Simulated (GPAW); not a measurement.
# CdSe (Cadmoselite) (P6_3mc) in GPAW: notebook

One crystal, CdSe (Cadmoselite), is run at these levels: vdW-DF-cx, GLLB-SC; tasks: Wannier functions, band structure.

Program: GPAW 26.7.0. These are calculated values, not measurements. Logs are shortened: lines on timing, memory, paths and dates and some standing lists are left out, and cuts for length are marked. The log counts tension as positive stress, the text compression.

**Experimental background.**

From a printed reference work, data compilation, for a bulk crystal of CdSe at 2 K: band gap 1.841 eV.

The runs below are set against these values where they give the same quantity.

### Step 1. Starting point

It takes space group P6_3mc (No. 186, hexagonal). Conventional cell: a = 4.300 Å, b = 4.300 Å, c = 7.020 Å, α = 90.00°, β = 90.00°, γ = 120.00°. Around Cd (site symmetry 3m) lie 4 Se at 2.61 to 2.70 Å. Around Se (site symmetry 3m) lie 4 Cd at 2.61 to 2.70 Å.

### Step 2. Wannier functions, vdW-DF-cx

run.py reads:

```python
import json
import numpy as np
from ase.dft.bandgap import bandgap
from ase.dft.wannier import Wannier
from ase.io import read, write
from gpaw import GPAW, PW

atoms = read('CdSe.cif')

calc = GPAW(mode=PW(600),
            xc={'name': 'vdW-DF-cx', 'backend': 'libvdwxc'},
            kpts={'size': (4, 4, 2), 'gamma': True},
            occupations={'name': 'fermi-dirac', 'width': 0.05},
            nbands=31,
            convergence={'density': 1e-05, 'energy': 1e-05},
            eigensolver={'name': 'davidson', 'niter': 4},
            maxiter=80,
            txt='gpaw.txt')
atoms.calc = calc
energy = atoms.get_potential_energy()
forces = atoms.get_forces()
calc.write('gs.gpw')
write('result.traj', atoms)
print(f'Energy: {energy:.6f} eV')
print('Forces (eV/A):')
print(forces.round(4))
print('Fermi level:', round(calc.get_fermi_level(), 4), 'eV')
print(f'Gap: {bandgap(calc)[0]:.4f} eV, direct: {bandgap(calc, direct=True)[0]:.4f} eV')

nocc = int(round(calc.get_number_of_electrons() / 2))
full = calc.fixed_density(kpts={'size': (4, 4, 2), 'gamma': True}, symmetry='off', nbands=nocc + 6,
                          convergence={'bands': nocc}, txt='full.txt')
wan, values = None, []
for seed in range(6):  # several starts, since the search can end in a local maximum
    trial = Wannier(nwannier=nocc, calc=full, nbands=nocc, functional='std',
                    initialwannier='orbitals' if seed == 0 else 'random', rng=np.random.RandomState(seed))
    trial.localize(tolerance=1e-6)
    values.append(trial.get_functional_value())
    print(f'start {seed}: functional {values[-1]:.5f}', flush=True)
    if values[-1] == max(values):
        wan = trial
wan.localize(step=0.1, tolerance=1e-8)
wan.translate_all_to_cell((0, 0, 0))
centres, spreads = wan.get_centers(), wan.get_spreads()
for x, s in zip(centres, spreads):
    d = np.linalg.norm(atoms.repeat(3).positions - atoms.cell.sum(0) - x, axis=1)
    print(x.round(4), f'spread {s:.4f} A^2, nearest {atoms[d.argmin() % len(atoms)].symbol} at {d.min():.3f} A')
onsite = wan.get_hopping((0, 0, 0)).diagonal().real
print('On-site energies:', onsite.round(4))
json.dump({'centres': centres.tolist(), 'spreads': spreads.tolist(), 'onsite': onsite.tolist(), 'values': values},
          open('wannier.json', 'w'))
```

CdSe.cif reads:

```cif
data_CdSe
_cell_length_a 4.30000000
_cell_length_b 4.30000000
_cell_length_c 7.02000000
_cell_angle_alpha 90.00000000
_cell_angle_beta 90.00000000
_cell_angle_gamma 120.00000000
_space_group_name_H-M_alt 'P6_3mc'
_space_group_name_Hall 'P 6c -2c'
_space_group_IT_number 186
loop_
_space_group_symop_operation_xyz
'x,y,z'
'x-y,x,z+1/2'
'-y,x-y,z'
'-x,-y,z+1/2'
'-x+y,-x,z'
'y,-x+y,z+1/2'
'y,x,z+1/2'
'x,x-y,z'
'x-y,-y,z+1/2'
'-y,-x,z'
'-x,-x+y,z+1/2'
'-x+y,y,z'
loop_
_atom_site_label
_atom_site_type_symbol
_atom_site_symmetry_multiplicity
_atom_site_Wyckoff_symbol
_atom_site_fract_x
_atom_site_fract_y
_atom_site_fract_z
_atom_site_occupancy
Cd1 Cd 2 b 0.6666666667 0.3333333333 0.5000000000 1
Se1 Se 2 b 0.6666666667 0.3333333333 0.8850000000 1
```

Potentials or basis: GPAW PAW data sets (gpaw-data 1.2.1), pw.

The run is started by

```
$ OMP_NUM_THREADS=1 python run.py
```

gpaw.txt:

```text
__  _  _
 | _ |_)|_||  |
 |__||  | ||/\| - 26.7.0

Input parameters:
  mode=PW(ecut=600.0),
  convergence={'density': 1e-05, 'energy': 1e-05},
  eigensolver=Davidson(niter=4),
  kpts=MonkhorstPack(size=(4, 4, 2), gamma=True),
  maxiter=80,
  nbands=31,
  occupations=Occupations(name='fermi-dirac', width=0.05),
  xc=XC(name='vdW-DF-cx', backend='libvdwxc')

Diagonalizing LCAO Hamiltonian
Converting LCAO to pw mode

            Se

        Se  Cd

        Cd

Atoms  # Å, Bohr magnetons
|   | symbol |        x |        y |        z |    initial magnetic moments |
|---|--------|----------|----------|----------|-----------------------------|
| 0 |     Cd | 2.150000 | 1.241303 | 3.510000 | ( 0.0000,  0.0000,  0.0000) |
| 1 |     Cd | 0.000000 | 2.482606 | 0.000000 | ( 0.0000,  0.0000,  0.0000) |
| 2 |     Se | 2.150000 | 1.241303 | 6.212700 | ( 0.0000,  0.0000,  0.0000) |
| 3 |     Se | 0.000000 | 2.482606 | 2.702700 | ( 0.0000,  0.0000,  0.0000) |

Unit cell  # Å
| periodic |         x |        y |        z |  lengths |     angles |
|----------|-----------|----------|----------|----------|------------|
|      yes |  4.300000 | 0.000000 | 0.000000 | 4.300000 |  90.000000 |
|      yes | -2.150000 | 3.723909 | 0.000000 | 4.300000 |  90.000000 |
|      yes |  0.000000 | 0.000000 | 7.020000 | 7.020000 | 120.000000 |

Number of symmetries: 6
Symmetry operations  # r_c * U_cc + t_c -> r_c
|   | kind |            matrix            |
|---|------|------------------------------|
| 0 |  σ   |  1, 1, 0,  0,-1, 0,  0, 0, 1 |
| 1 |  E   |  1, 0, 0,  0, 1, 0,  0, 0, 1 |
| 2 |  C3  |  0, 1, 0, -1,-1, 0,  0, 0, 1 |
| 3 |  σ   |  0,-1, 0, -1, 0, 0,  0, 0, 1 |
| 4 |  σ   | -1, 0, 0,  1, 1, 0,  0, 0, 1 |
| 5 |  C3  | -1,-1, 0,  1, 0, 0,  0, 0, 1 |

BZ-sampling:
  Number of BZ points: 32
  Number of IBZ points: 8

  Monkhorst-Pack size: [4, 4, 2]
  Monkhorst-Pack shift: [0.125, 0.125, 0.25]

K-points  # in reciprocal-cell coordinates
|   |                                coordinates |     weight |
|---|--------------------------------------------|------------|
| 0 | (  0.00000000,   0.00000000,   0.00000000) | 0.03125000 |
| 1 | (  0.00000000,   0.00000000,   0.50000000) | 0.03125000 |
| 2 | (  0.25000000,   0.00000000,   0.00000000) | 0.18750000 |
| 3 | (  0.25000000,   0.00000000,   0.50000000) | 0.18750000 |
| 4 | (  0.50000000,   0.25000000,   0.00000000) | 0.18750000 |
| 5 | (  0.50000000,   0.25000000,   0.50000000) | 0.18750000 |
| 6 | (  0.50000000,   0.50000000,   0.00000000) | 0.09375000 |
| 7 | (  0.50000000,   0.50000000,   0.50000000) | 0.09375000 |

Plane wave coefficients: 3791
Cutoff: 600.0 eV

Spin-components: 1 (collinear spins)
Bands:           31
Projectors:      22
Spin-degeneracy: 2
Datatype:        complex128

Parallelization:
  kpt:    1
  domain: 1
  band:   1

Density:
  Valence electrons: 36.0
  Components: 1
  Grid points: [25 25 40]
  Charge: 0.0  # |e|

Potential:
  Grid points: [25 25 40]

species:
  Cd:
    name:    Cadmium
    Z:       48.0
    valence: 12
    core:    36
    charge:  0.0  # [|e|]
    compensation charges:
      type: gauss
      rc: 0.38  # [Å]
      lmax: 2
    cutoffs:
      filter: 2.12  # [Å]
      core: 2.62  # [Å]
    projectors
    | kind |    occ | energy [eV] | rcut [Å] |
    |------|--------|-------------|----------|
    |   5s |  2.000 |      -5.655 |    1.191 |
    |   5p |  0.000 |      -1.186 |    1.228 |
    |   4d | 10.000 |     -11.739 |    1.164 |
    |    s |        |      21.556 |    1.191 |
    |    p |        |      26.026 |    1.228 |
    |    d |        |      15.473 |    1.164 |

    Using partial waves for Cd as LCAO basis

  Se:
    name:    Selenium
    Z:       34.0
    valence: 6
    core:    28
    charge:  0.0  # [|e|]
    compensation charges:
      type: gauss
      rc: 0.27  # [Å]
      lmax: 2
    cutoffs:
      filter: 1.77  # [Å]
      core: 2.67  # [Å]
    projectors
    | kind |    occ | energy [eV] | rcut [Å] |
    |------|--------|-------------|----------|
    |   4s |  2.000 |     -17.277 |    0.847 |
    |   4p |  4.000 |      -6.512 |    1.005 |
    |    s |        |       9.935 |    0.847 |
    |    p |        |      20.699 |    1.005 |
    |    d |        |       0.000 |    0.847 |

    Using partial waves for Se as LCAO basis

Reference energy: -436553.300934  # eV

eigensolver:
  Davidson
  Converge bands: occupied
  niter=4

density mixing:
  MSR1-Mixer
  Pratt-step length: 0.05
  Maximum mixing coefficient: 0.75
  Old densities: 10
  SVD Regularization: 0.005
  Good broyden scale: 1.0
  Trust region scale: 1.0
  Backstep threshold: 4.0
  History deletion threshold: 6.0
  Fourier metric: weight=20.0, sigma=0.015

occupation numbers:
  Fermi-Dirac:
    width: 0.0500  # eV

poisson solver:
  ecut: 4800.0  # eV

xc functional:
  name: vdW-DF-cx with libvdwxc
  Mode: serial
  Semilocal: GGA_X_LV_RPW86+LDA_C_PW with 2 nearest neighbor stencil
  Local blocksize: 50 x 50 x 80
  PAW datasets: PBE

convergence criteria:
- Maximum integral of absolute [dens]ity change: 1e-05 electrons / valence electron
- Maximum [total energy] change in last 3 cyles: 1e-05 eV / valence electron
- Maximum integral of absolute [eigenst]ate change: 4e-08 eV^2 / valence electron
maximum number of iterations: 80

SCF iterations
|iter     | |      energy | eigst |  dens |
|---------|-|-------------|-------|-------|
|iter:   1| |  139.004177 | -2.19 |       |
|iter:   2| |  139.156909 | -3.95 | -1.18 |
|iter:   3| |  139.694562 | -3.15 | -1.22 |
|iter:   4| |  139.696084 | -5.06 | -1.84 |
|iter:   5| |  139.696181 | -5.50 | -2.28 |
|iter:   6| |  139.696148c| -7.25 | -3.25 |
|iter:   7| |  139.696140c| -8.27c| -3.65 |
|iter:   8| |  139.696140c| -9.35c| -4.52 |
|iter:   9| |  139.696140c|-10.38c| -4.82 |
|iter:  10| |  139.696140c|-11.75c| -5.32c|

Converged in 10 steps
Energy contributions relative to reference atoms: (reference = -436553.300934)

Energy contributions:
  Kinetic:          44.156413
  Coulomb:         -39.652094
  Zero:             -0.075509
  External:          0.000000
  Xc:              135.267400
  Entropy:          -0.000140
  Spinorbit:         0.000000
  ----------------------------
  Free energy:     139.696070
  Extrapolated:    139.696140

dipole moment: (0.000008, 0.000009, -18.270779)  # |e|*Ang

Fermi level: 3.893
Eigenvalues  # (at kpt = [0.000, 0.000, 0.000])
| band index |      eig [eV] | occ [0-2] |
|------------|---------------|-----------|
|          0 |        -9.037 |     2.000 |
|        ... |               |           |
|         10 |        -3.970 |     2.000 |
|         11 |        -3.690 |     2.000 |
|         12 |        -0.713 |     2.000 |
|         13 |         2.830 |     2.000 |
|         14 |         2.830 |     2.000 |
|         15 |         3.537 |     1.998 |
|         16 |         3.553 |     1.998 |
|         17 |         3.553 |     1.998 |
|         18 |         4.182 |     0.006 |
|         19 |         5.613 |     0.000 |
|         20 |         9.367 |     0.000 |
|         21 |         9.367 |     0.000 |
|         22 |         9.632 |     0.000 |
|         23 |        10.490 |     0.000 |
|         24 |        10.490 |     0.000 |
|         25 |        11.163 |     0.000 |
|        ... |               |           |
|         30 |        14.506 |     0.000 |

Gap: 0.629 eV
Transition (v -> c):
  (s=0, k=0, n=17, [0.00, 0.00, 0.00]) -> (s=0, k=0, n=18, [0.00, 0.00, 0.00])
No difference between direct/indirect transitions

Forces  # eV/Ang
|        x |        y |        z |
|----------|----------|----------|
| -0.00000 |  0.00000 |  0.30229 |  # Cd   0
|  0.00000 | -0.00000 |  0.30228 |  # Cd   1
| -0.00000 | -0.00000 | -0.30229 |  # Se   2
|  0.00000 | -0.00000 | -0.30225 |  # Se   3

# Writing to gs.gpw (mode='')
```

Wall time 82 s (1 thread of Intel Xeon 6975P-C (Granite Rapids), shared host); peak memory 0.34 GiB.

What came out:

```yaml
Free_energy: 139.6961 eV
Largest_force: 0.302 eV/Å
Band_gap_on_the_k_mesh: 0.63 eV, direct
Total_Wannier_spread: 18.87 Å² over 18 functions
```

Forces on the atoms (eV/Å):
```
Cd   0.000  0.000  0.302
Cd   0.000  0.000  0.302
Se   0.000  0.000 -0.302
Se   0.000  0.000 -0.302
```

Wannier centres (Å) and spreads (Å²):
| function | x | y | z | spread |
| --- | --- | --- | --- | --- |
| 1 | 0.007 | 2.489 | 7.007 | 0.412 |
| 2 | -0.005 | 2.473 | 0.001 | 0.422 |
| 3 | 0.012 | 2.487 | 0.011 | 0.416 |
| 4 | 2.141 | 1.246 | 5.515 | 1.889 |
| 5 | 1.564 | 1.580 | 6.444 | 1.760 |
| 6 | 2.754 | 1.585 | 6.444 | 1.848 |
| 7 | 2.163 | 1.230 | 3.506 | 0.415 |
| 8 | -0.004 | 2.489 | 7.016 | 0.418 |
| 9 | 2.147 | 1.244 | 3.508 | 0.405 |
| 10 | 2.152 | 1.242 | 3.499 | 0.426 |
| 11 | -0.006 | 3.178 | 2.933 | 1.849 |
| 12 | 2.154 | 0.546 | 6.445 | 1.848 |
| 13 | -0.603 | 2.137 | 2.936 | 1.847 |
| 14 | 2.152 | 1.245 | 3.520 | 0.420 |
| 15 | 0.009 | 2.476 | 2.005 | 1.888 |
| 16 | 2.136 | 1.247 | 3.512 | 0.425 |
| 17 | -0.009 | 2.476 | 7.019 | 0.423 |
| 18 | 0.587 | 2.146 | 2.935 | 1.760 |

Caveat: the k mesh is coarse (spacing up to 0.45 Å⁻¹), so the values aren't converged; the PAW data sets were made with another functional, which shifts forces and pressure a little.

### Step 3. Band structure, GLLB-SC

run.py reads:

```python
from ase.dft.bandgap import bandgap
from ase.io import read, write
from gpaw import GPAW, PW

atoms = read('CdSe.cif')

calc = GPAW(mode=PW(600),
            xc='GLLBSC',
            kpts={'size': (5, 5, 3), 'gamma': True},
            occupations={'name': 'fermi-dirac', 'width': 0.05},
            nbands=31,
            convergence={'density': 1e-05, 'energy': 1e-05},
            maxiter=150,
            txt='gpaw.txt')
atoms.calc = calc
energy = atoms.get_potential_energy()
calc.write('gs.gpw')
write('result.traj', atoms)
print('Fermi level:', round(calc.get_fermi_level(), 4), 'eV')
print(f'Gap: {bandgap(calc)[0]:.4f} eV, direct: {bandgap(calc, direct=True)[0]:.4f} eV')

path = atoms.cell.bandpath('GMKGALHA,LM,KH', npoints=80, eps=1e-4)
bs_calc = calc.fixed_density(kpts=path, symmetry='off', nbands=52,
                             convergence={'bands': 'CBM+6.0', 'eigenstates': 1e-6}, txt='bands.txt')
bs = bs_calc.band_structure()
bs.write('bs.json')
print(f'Gap on the path: {bandgap(bs_calc)[0]:.4f} eV')

homo, lumo = bs_calc.get_homo_lumo()
response = calc.hamiltonian.xc.response
dxc_pot = response.calculate_discontinuity_potential(homo, lumo)
ks_gap, dxc = bs_calc.hamiltonian.xc.response.calculate_discontinuity(dxc_pot)
print(f'Kohn-Sham gap {ks_gap:.4f} eV, discontinuity {dxc:.4f} eV, gap {ks_gap + dxc:.4f} eV')
```

CdSe.cif is that of step 2.

Potentials or basis: the program's PAW data sets (release 1.2.1) made for this functional, pw.

The run is started by

```
$ OMP_NUM_THREADS=1 python run.py
```

It took 1.8 min on 1 thread of Intel Xeon Platinum 8488C (Sapphire Rapids), shared host; peak memory 0.56 GiB.

Results (log left out):

| Item | Value |
| --- | --- |
| Band gap on the k mesh with the derivative discontinuity | 1.58 eV |
| Band gap of the Kohn-Sham levels | 1.10 eV |
| Derivative discontinuity | 0.48 eV |

Levels at the corners of the path, in eV from the valence-band top:
```csv
point,band 14,band 15,band 16,band 17,band 18,band 19,band 20,band 21,band 22,band 23
Γ,-0.68,-0.68,-0.02,0.00,0.00,1.10,2.42,6.15,6.15,6.40
M,-3.56,-2.44,-1.76,-1.17,-0.79,3.49,3.58,5.12,6.43,6.91
K,-3.69,-2.90,-1.70,-1.70,-1.69,4.73,4.96,4.96,7.34,7.34
Γ,-0.68,-0.68,-0.02,0.00,0.00,1.10,2.42,6.15,6.15,6.40
A,-2.45,-0.35,-0.35,-0.35,-0.35,2.64,2.64,6.12,6.12,6.51
L,-4.07,-1.31,-1.31,-1.23,-1.23,3.30,3.30,5.05,5.05,8.11
H,-3.97,-2.36,-2.36,-1.01,-1.01,4.06,4.06,6.25,6.25,6.46
A,-2.45,-0.35,-0.35,-0.35,-0.35,2.64,2.64,6.12,6.12,6.51
L,-4.07,-1.31,-1.31,-1.23,-1.23,3.30,3.30,5.05,5.05,8.11
M,-3.56,-2.44,-1.76,-1.17,-0.79,3.49,3.58,5.12,6.43,6.91
K,-3.69,-2.90,-1.70,-1.70,-1.69,4.73,4.96,4.96,7.34,7.34
H,-3.97,-2.36,-2.36,-1.01,-1.01,4.06,4.06,6.25,6.25,6.46
```

Caveat: the GLLB-SC gap is the Kohn-Sham gap of the path plus the derivative discontinuity; a model potential gives levels but no total energy.

### Step 4. Against experiment

Step 3. Against the measured gap of CdSe, 1.841 eV (2 K; a printed reference work, data compilation), the calculated 1.58 eV is off by -0.26 eV. Spin-orbit coupling on Cd, Se is left out. The value is that of GLLB-SC, without temperature or zero-point motion.
